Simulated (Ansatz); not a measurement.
# Ir: the cost of one run

Program: Ansatz 0.2.0. Level of theory: DFT PBE, scalar-relativistic, plane waves, PAW. These are calculated values, not measurements.

9 further runs of the same task are left out: 1 that didn't finish, 8 set aside as unsound or not needed.

## Step 1: The structure to begin with

Symmetry: Fm-3m, No. 225, cubic system. The conventional cell has a = 3.870 Å, b = 3.870 Å, c = 3.870 Å, α = 90.00°, β = 90.00°, γ = 90.00°. Ir (site symmetry m-3m) has 12 Ir at 2.74 Å as nearest neighbours.

As a file:

```xyz
1
Lattice="0.0000 1.9352 1.9352 1.9352 0.0000 1.9352 1.9352 1.9352 0.0000" Properties=species:S:1:pos:R:3 pbc="T T T"
Ir    0.0000    0.0000    0.0000
```

It is the result of an earlier relaxation at this level (volume 14.49 Å³/atom; gap on the mesh: none (metal)).

## Step 2: Plan of the line

The energy is mapped over two normal modes frozen in (zone-centre modes of the cell shown, which folds in the wave vector (0, 1/2, 1/2) of the primitive cell).

The axes are (1) amplitude of mode 4 (142 cm⁻¹), largest displacement: 11 values from −0.103 Å; (2) amplitude of mode 6 (179 cm⁻¹), largest displacement: 11 values from −0.115 Å.

Nothing else is relaxed (the cell and all other modes fixed). Energies count from the relaxed high-symmetry cell. Points are written as (first, second).

The modes come from a phonon run on the reference cell, made beforehand.

The patterns, per unit of each coordinate (Å):

| atom | x1 | y1 | z1 | x2 | y2 | z2 |
| --- | --- | --- | --- | --- | --- | --- |
| Ir1 | 0.000 | 1.000 | 0.000 | 1.000 | 0.000 | 0.000 |
| Ir2 | 0.000 | -1.000 | 0.000 | -1.000 | 0.000 | 0.000 |

## Step 3: Point (−0.103 Å, −0.115 Å)

The input, input.yaml:

```yaml
crystal:
  lattice:
    - [0.0, -1.9351816027, -1.9351816027]
    - [0.0, 1.9351816027, -1.9351816027]
    - [3.8703632054, 0.0, 0.0]
  atoms:
    - { symbol: Ir, position: [0.5266124895, 0.4733875105, 0.4702870263] }
    - { symbol: Ir, position: [-0.0266124895, 0.0266124895, 0.0297129737] }
basis:
  ecutwfc: 420
kpoints:
  mp_grid: { grid: [16, 16, 12] }
hamiltonian:
  xc: pbe
  pseudopotentials: { kind: paw, azcp: { folder: soft_1 } }
scf:
  occupations: { method: gaussian, width: 0.15 }
output:
  forces: true
  stress: true
  eigenvalues: true
```

Command:

```
ansatz run input.yaml --threads 2 --pin off --max-ram 4096MiB --backend cpu --events-out ev --progress --plain --runs-dir out
```

Q: Estimate wall time and peak memory on 2 threads of Arm Neoverse N1, shared host.

About 21 s, with a peak of 0.62 GiB.
